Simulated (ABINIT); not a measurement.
# Na (P6_3/mmc) in ABINIT: notebook, part 2 of 2

ABINIT 10.8.3 (patched build). The steps go on from the part before.

## 3. Single point, PBEsol (cell relaxed)

run.abi reads:

```
# Pseudopotentials
pp_dirpath "./"
pseudos "Na.upf"

# Structure
acell 3*1.0 Angstrom
rprim
     3.7634039900     0.0000000000     0.0000000000
    -1.8817020000     3.2592034600     0.0000000000
     0.0000000000     0.0000000000     5.9264025400
ntypat 1
znucl 11
natom 2
typat 1 1
xcart
     3.5559014511     2.0530006207     8.3994582787
    -0.0000000419     4.1060013031     2.7998194262
chkprim 0
chksymtnons 0
tolsym 1.0e-6

# Plane-wave basis
ecut 44.0

# k points
kptopt 1
ngkpt 6 6 4
nshiftk 1
shiftk 0.0 0.0 0.0

# Exchange and correlation
ixc -116133

# Bands and occupations
nband 13
occopt 3
tsmear 0.00183747

# SCF cycle
nstep 100
tolvrs 1.0e-10

# Output
iomode 3
prtwf 0
prtden 0
prteig 0
prtebands 0
enunit 2
```

Potentials or basis: PseudoDojo NC SR PBEsol v0.4.1 standard.

The run is started by

```console
$ mpirun --bind-to none -np 4 abinit run.abi > log 2>&1
```

run.abo:

```text
.Version 10.8.3 of ABINIT
 Symmetries : space group P6_3/m m c (#194); Bravais hP (primitive hexag.)
================================================================================
 Values of the parameters that define the memory need of the present run
     intxc =       0    ionmov =       0      iscf =       7    lmnmax =       4
     lnmax =       4     mgfft =      72  mpssoang =       2    mqgrid =    3345
     natom =       2  nloc_mem =       1    nspden =       1   nspinor =       1
    nsppol =       1      nsym =      24    n1xccc =       0    ntypat =       1
    occopt =       3   xclevel =       2
       mpw =        6879          nfft =      145800          nkpt =          21
================================================================================
================================================================================

--------------------------------------------------------------------------------
------------- Echo of variables that govern the present computation ------------
--------------------------------------------------------------------------------
 -outvars: echo values of preprocessed input variables --------
            acell      1.8897261259E+00  1.8897261259E+00  1.8897261259E+00 Bohr
              amu      2.29897680E+01
          chkprim           0
      chksymtnons           0
             ecut      4.40000000E+01 Hartree
           enunit           2
              ixc     -116133
         kptrlatt        6    0    0      0    6    0      0    0    4
          kptrlen      4.26708171E+01
            natom           2
            nband          13
            ngfft          45      45      72
             nkpt          21
            nstep         100
             nsym          24
           ntypat           1
           occopt           3
           prtden           0
        prtebands           0
           prteig           0
            prtwf           0
            rprim      3.7634039900E+00  0.0000000000E+00  0.0000000000E+00
                      -1.8817020000E+00  3.2592034600E+00  0.0000000000E+00
                       0.0000000000E+00  0.0000000000E+00  5.9264025400E+00
          spgroup         194
           tolsym      1.00000000E-06
           tolvrs      1.00000000E-10
           tsmear      1.83747000E-03 Hartree
            typat      1  1
           xangst      1.8817019927E+00  1.0864011522E+00  4.4448019030E+00
                      -3.9883660521E-09  2.1728023056E+00  1.4816006330E+00
            xcart      3.5559014167E+00  2.0530006406E+00  8.3994582806E+00
                      -7.5369195283E-09  4.1060012832E+00  2.7998194243E+00
             xred      6.6666666632E-01  3.3333333299E-01  7.4999999966E-01
                       3.3333333299E-01  6.6666666632E-01  2.4999999966E-01
            znucl       11.00000

================================================================================

 chkinp: Checking input parameters for consistency.

================================================================================
== DATASET  1 ==================================================================

--- !DatasetInfo
iteration_state: {dtset: 1, }
dimensions: {natom: 2, nkpt: 21, mband: 13, nsppol: 1, nspinor: 1, nspden: 1, mpw: 6879, }
cutoff_energies: {ecut:  44.0, pawecutdg:  -1.0, }
electrons: {nelect:   1.80000000E+01, charge:   0.00000000E+00, occopt:   3.00000000E+00, tsmear:   1.83747000E-03, }
meta: {optdriver: 0, ionmov: 0, optcell: 0, iscf: 7, paral_kgb: 0, }
...

 Real(R)+Recip(G) space primitive vectors, cartesian coordinates (Bohr,Bohr^-1):
 R(1)=  7.1118028  0.0000000  0.0000000  G(1)=  0.1406113  0.0811820  0.0000000
 R(2)= -3.5559014  6.1590019  0.0000000  G(2)=  0.0000000  0.1623640  0.0000000
 R(3)=  0.0000000  0.0000000 11.1992777  G(3)=  0.0000000  0.0000000  0.0892915
 Unit cell volume ucvol=  4.9054637E+02 bohr^3
[... 52 lines left out ...]
entropy   :   0.00000000E+00
fermie    :   2.11051383E-02
cartesian_stress_tensor: # hartree/bohr^3
- [  2.05162738E-08,   2.14117022E-12,   0.00000000E+00, ]
- [  2.14117022E-12,   2.05163113E-08,   0.00000000E+00, ]
- [  0.00000000E+00,   0.00000000E+00,  -1.17138655E-07, ]
pressure_GPa:   7.4637E-04
xred      :
- [  6.6667E-01,   3.3333E-01,   7.5000E-01, Na]
- [  3.3333E-01,   6.6667E-01,   2.5000E-01, Na]
cartesian_forces: # hartree/bohr
- [ -2.42314499E-27,  -2.09850512E-27,  -0.00000000E+00, ]
- [  2.42314499E-27,   2.09850512E-27,  -0.00000000E+00, ]
force_length_stats: {min:   3.20551952E-27, max:   3.20551952E-27, mean:   3.20551952E-27, }
...

 Integrated electronic density in atomic spheres:
 ------------------------------------------------
 Atom  Sphere_radius  Integrated_density
    1        2.00000          7.94739678
    2        2.00000          7.94739678
================================================================================

 ----iterations are completed or convergence reached----

 Mean square residual over all n,k,spin=   29.706E-10; max=  47.517E-08
 reduced coordinates (array xred) for    2 atoms
       0.666666666322      0.333333332991      0.749999999661
       0.333333332988      0.666666666325      0.249999999661
 rms dE/dt=  1.6120E-26; max dE/dt=  2.5849E-26; dE/dt below (all hartree)
    1       0.000000000000      0.000000000000      0.000000000000
    2      -0.000000000000      0.000000000000      0.000000000000

 cartesian coordinates (angstrom) at end:
    1      1.88170199267830     1.08640115221914     4.44480190299330
    2     -0.00000000398837     2.17280230555247     1.48160063299330

 cartesian forces (hartree/bohr) at end:
    1     -0.00000000000000    -0.00000000000000    -0.00000000000000
    2      0.00000000000000     0.00000000000000    -0.00000000000000
 frms,max,avg= 1.8507076E-27 2.4231450E-27   0.000E+00  0.000E+00  0.000E+00 h/b

 cartesian forces (eV/Angstrom) at end:
    1     -0.00000000000000    -0.00000000000000    -0.00000000000000
    2      0.00000000000000     0.00000000000000    -0.00000000000000
 frms,max,avg= 9.5167209E-26 1.2460313E-25   0.000E+00  0.000E+00  0.000E+00 e/A
 length scales=  1.889726125908  1.889726125908  1.889726125908 bohr
              =  1.000000000000  1.000000000000  1.000000000000 angstroms
 Fermi (or HOMO) energy (hartree) =   0.02111   Average Vxc (hartree)=  -0.24001
 Eigenvalues (hartree) for nkpt=  21  k points:
 kpt#   1, nband= 13, wtk=  0.00694, kpt=  0.0000  0.0000  0.0000 (reduced coord)
  -1.91204   -1.91196   -0.88744   -0.88611   -0.88611   -0.88592   -0.88587   -0.88587
  -0.09600    0.05219    0.07042    0.38617    0.38617
      occupation numbers for kpt#   1
   2.00000    2.00000    2.00000    2.00000    2.00000    2.00000    2.00000    2.00000
   2.00000    0.00000    0.00000    0.00000    0.00000
 prteigrs : prtvol=0 or 1, do not print more k-points.

 Fermi (or HOMO) energy (eV) =   0.57430   Average Vxc (eV)=  -6.53092
 Eigenvalues (   eV  ) for nkpt=  21  k points:
 kpt#   1, nband= 13, wtk=  0.00694, kpt=  0.0000  0.0000  0.0000 (reduced coord)
 -52.02939  -52.02698  -24.14844  -24.11215  -24.11215  -24.10698  -24.10570  -24.10570
  -2.61234    1.42028    1.91617   10.50816   10.50816
 prteigrs : prtvol=0 or 1, do not print more k-points.

--- !EnergyTerms
iteration_state     : {dtset: 1, }
comment             : Components of total free energy in Hartree
kinetic             :  5.55077469728766E+01
hartree             :  4.03699923505754E+01
xc                  : -1.34671703570720E+01
Ewald energy        : -3.73657138594392E+01
psp_core            :  6.84646333539200E-01
local_psp           : -1.07380271666377E+02
non_local_psp       : -2.96140643327301E+01
internal            : -9.12648345586270E+01
'-kT*entropy'       : -1.11751687957283E-04
total_energy        : -9.12649463103149E+01
total_energy_eV     : -2.48344570476870E+03
band_energy         : -1.83300910852041E+01
...

 Cartesian components of stress tensor (hartree/bohr^3)
  sigma(1 1)=  2.05162738E-08  sigma(3 2)=  0.00000000E+00
  sigma(2 2)=  2.05163113E-08  sigma(3 1)=  0.00000000E+00
  sigma(3 3)= -1.17138655E-07  sigma(2 1)=  2.14117022E-12

-Cartesian components of stress tensor (GPa)         [Pressure=  7.4637E-04 GPa]
- sigma(1 1)=  6.03609616E-04  sigma(3 2)=  0.00000000E+00
- sigma(2 2)=  6.03610717E-04  sigma(3 1)=  0.00000000E+00
- sigma(3 3)= -3.44633822E-03  sigma(2 1)=  6.29954027E-08

== END DATASET(S) ==============================================================
================================================================================

 -outvars: echo values of variables after computation  --------
            acell      1.8897261259E+00  1.8897261259E+00  1.8897261259E+00 Bohr
           etotal     -9.1264946310E+01
            fcart     -2.4231449902E-27 -2.0985051223E-27 -0.0000000000E+00
                       2.4231449902E-27  2.0985051223E-27 -0.0000000000E+00
            rprim      3.7634039900E+00  0.0000000000E+00  0.0000000000E+00
                      -1.8817020000E+00  3.2592034600E+00  0.0000000000E+00
                       0.0000000000E+00  0.0000000000E+00  5.9264025400E+00
           strten      2.0516273836E-08  2.0516311279E-08 -1.1713865507E-07
                       0.0000000000E+00  0.0000000000E+00  2.1411702186E-12
           xangst      1.8817019927E+00  1.0864011522E+00  4.4448019030E+00
                      -3.9883660521E-09  2.1728023056E+00  1.4816006330E+00
             xred      6.6666666632E-01  3.3333333299E-01  7.4999999966E-01
                       3.3333333299E-01  6.6666666632E-01  2.4999999966E-01
 Calculation completed.
```

Wall time 14 s (4 MPI ranks of Arm Neoverse V2, shared host); peak memory 0.4 GiB.

What came out:

- Free energy: -2483.4457 eV
- Pressure: 0.0 GPa
- Band gap on the k mesh: none (metal or under the smearing width)
- Valence electrons inside the program's atomic spheres: Na 7.95 (radii [1.0584] Å)

Levels at points of the mesh, in eV from the Fermi level:
```csv
k point,band 6,band 7,band 8,band 9,band 10,band 11,band 12,band 13
"(0.00, 0.00, 0.00)",-24.68,-24.68,-24.68,-3.19,0.85,1.34,9.93,9.93
"(0.50, 0.00, 0.00)",-24.69,-24.69,-24.68,0.29,0.41,4.10,4.12,4.71
"(0.00, 0.00, 0.50)",-24.68,-24.68,-24.68,-2.09,-2.09,6.14,6.14,10.57
"(0.50, 0.00, 0.50)",-24.69,-24.69,-24.69,1.16,1.16,1.66,1.66,7.90
```

## 4. Relaxation of cell and atoms, LDA

run.abi reads:

```
# Pseudopotentials
pp_dirpath "./"
pseudos "Na.upf"

# Structure
acell 7.1185983115 7.1185983115 11.6293745709
rprim
     1.0000000000     0.0000000000     0.0000000000
    -0.5000000000     0.8660254038     0.0000000000
     0.0000000000     0.0000000000     1.0000000000
ntypat 1
znucl 11
natom 2
typat 1 1
chkprim 0
chksymtnons 0
tolsym 1.0e-6
xred
            2/3            1/3            3/4
            1/3            2/3            1/4

# Plane-wave basis
ecut 1197.300995 eV
ecutsm 0.5

# k points
kptopt 1
ngkpt 6 6 4
nshiftk 1
shiftk 0.0 0.0 0.0

# Exchange and correlation
ixc 7

# Bands and occupations
nband 13
occopt 3
tsmear 0.05 eV

# SCF cycle
nstep 80
tolvrs 1.0e-12

# Output
iomode 3
prteig 0
prtebands 0
prtwf 0
prtden 0

# Relaxation
ionmov 2
optcell 2
ntime 50
tolmxf 2.0e-5
dilatmx 1.08
```

Potentials or basis: PseudoDojo NC SR LDA v0.4.1 standard.

The run is started by

```console
$ mpirun --bind-to none -np 4 abinit run.abi > log 2>&1
```

Run time: 3.3 min. Hardware: 4 MPI ranks of Intel Xeon Platinum 8259CL at 2.50GHz (Skylake/Cascade Lake), shared host; peak memory 0.44 GiB.

It converged, with:

```yaml
Free_energy: -2482.4749 eV
Relaxed_volume: 33.33 Å³/atom
Relaxed_cell: a = 3.657 Å, b = 3.657 Å, c = 5.755 Å, α = 90.00°, β = 90.00°, γ = 120.00°
Space_group_after_relaxing_to_0.05_Å: P6_3/mmc (No. 194)
Energy_gained_by_relaxing: 16.3 meV/atom
Ionic_steps: 9
Pressure_after_relaxing: 0.0 GPa
Band_gap_on_the_k_mesh: none (metal or under the smearing width)
```

The path:
```
step  energy change (eV)  largest force (eV/Å)  pressure (GPa)  volume (Å³)
   1              0.0000                0.0000           -0.91        75.63
   2             -0.0014                0.0000           -0.89        75.42
   3             -0.0315                0.0000            0.21        65.22
   4             -0.0326                0.0000           -0.02        66.87
   5             -0.0326                0.0000            0.00        66.66
   6             -0.0326                0.0000            0.00        66.66
   7             -0.0326                0.0000            0.01        66.64
   8             -0.0326                0.0000            0.01        66.64
   9             -0.0326                0.0000            0.00        66.67
```

Final structure:
```
CELL_PARAMETERS angstrom
3.65733 0.00000 0.00000
-1.82866 3.16734 0.00000
0.00000 0.00000 5.75533
ATOMIC_POSITIONS crystal
Na 0.66667 0.33333 0.75000
Na 0.33333 0.66667 0.25000
```

Caveat: the volume moved by -12 % from the deposited cell, more than functionals usually miss. Zero-point motion and thermal expansion aren't in these numbers.

## 5. Single point, LDA (cell relaxed)

run.abi reads:

```
# Pseudopotentials
pp_dirpath "./"
pseudos "Na.upf"

# Structure
acell 3*1.0
rprim
     6.9113478144     0.0000000000     0.0000000000
    -3.4556739072     5.9854027814     0.0000000000
     0.0000000000     0.0000000000    10.8759882350
ntypat 1
znucl 11
natom 2
typat 1 1
xred
     0.6666666700     0.3333333300     0.7500000000
     0.3333333300     0.6666666700     0.2500000000
chkprim 0
chksymtnons 0
tolsym 1.0e-6

# Plane-wave basis
ecut 44.0

# k points
kptopt 1
ngkpt 6 6 4
nshiftk 1
shiftk 0.0 0.0 0.0

# Exchange and correlation
ixc 7

# Bands and occupations
nband 13
occopt 3
tsmear 0.00183747

# SCF cycle
nstep 100
tolvrs 1.0e-10

# Output
iomode 3
prtwf 0
prtden 0
prteig 0
prtebands 0
enunit 1
```

The run is started by

```console
$ mpirun --bind-to none -np 4 abinit run.abi > log 2>&1
```

It took 19 s on 4 MPI ranks of Intel Xeon Platinum 8259CL at 2.50GHz (Skylake/Cascade Lake), shared host; peak memory 0.36 GiB.

The run converged. Its results:

```
Free energy                                           : -2482.4749 eV
Pressure                                              : 0.0 GPa
Band gap on the k mesh                                : none (metal or under the smearing width)
Valence electrons inside the program's atomic spheres : Na 7.95 (radii [1.0584] Å)
```

Levels at points of the mesh, in eV from the Fermi level:
```tsv
k point	band 6	band 7	band 8	band 9	band 10	band 11	band 12	band 13
(0.00, 0.00, 0.00)	-24.74	-24.74	-24.74	-3.37	0.92	1.41	10.41	10.41
(0.50, 0.00, 0.00)	-24.76	-24.76	-24.75	0.32	0.43	4.31	4.35	4.97
(0.00, 0.00, 0.50)	-24.75	-24.75	-24.75	-2.20	-2.20	6.46	6.46	11.05
(0.50, 0.00, 0.50)	-24.76	-24.76	-24.76	1.24	1.24	1.74	1.74	8.28
```

## 6. Overview

| task | level | potentials or basis | cell | cell freedom (optcell) | optimiser (ionmov) | cutoff smearing ecutsm (Ha) | force stop (Ha/bohr) | gap on the mesh (eV) | pressure (GPa) | relaxed volume (Å³/atom) |
| --- | --- | --- | --- | --- | --- | --- | --- | --- | --- | --- |
| relaxation of cell and atoms | PBEsol | PseudoDojo NC SR PBEsol v0.4.1 standard | relaxed | 2 | 2 | 0.5 | 2e-05 | none | 0.0 | 36.35 |
| single point | PBEsol | PseudoDojo NC SR PBEsol v0.4.1 standard | cell relaxed | - | - | - | - | none | 0.0 | - |
| relaxation of cell and atoms | LDA | PseudoDojo NC SR LDA v0.4.1 standard | relaxed | 2 | 2 | 0.5 | 2e-05 | none | 0.0 | 33.33 |
| single point | LDA | PseudoDojo NC SR LDA v0.4.1 standard | cell relaxed | - | - | - | - | none | 0.0 | - |

Alike in all rows: no spin polarisation; k mesh 6 × 6 × 4; cutoff (eV) 1197; smearing fermi-dirac 0.05 eV.

Caveats: the volume moved by -12 % from the deposited cell, more than functionals usually miss (some runs).

Total energies depend on the potentials used, so only differences within one code and one set of settings carry meaning.
